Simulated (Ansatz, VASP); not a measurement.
# One calculation of SnTe3, two programs

```
Sn Te
1.0
     0.00000    3.86122    3.86122
     3.86122    0.00000    3.86122
     3.86122    3.86122    0.00000
Sn Te
1 3
Direct
  0.00000 0.00000 0.00000
  0.25000 0.25000 0.25000
  0.75000 0.75000 0.75000
  0.50000 0.50000 0.50000
```

Alike in both runs: task single point; functional PBE; k mesh 12 × 12 × 12; occupations gaussian, width 0.1 eV; no spin polarisation.

```csv
,VASP,Ansatz
version,VASP 6.6.1,Ansatz 0.2.0
potentials or method,"VASP PAW PBE potentials, release 64 (Sn_d, Te)","scalar-relativistic, plane waves, PAW"
plane-wave cutoff (eV),520,420
valence electrons in the cell,32,62
```

|  | VASP | Ansatz | Ansatz less VASP |
| --- | --- | --- | --- |
| gap on the k mesh at the Fermi level (eV) | none | none | - |
| pressure (GPa) | -0.1 | 0.0 | +0.06 |

A gap of «none» marks a metal or a gap that the smearing closes. The two sets of potentials don't hold the same shells in valence.

Spin-orbit coupling is left out, which matters for the levels of Te.
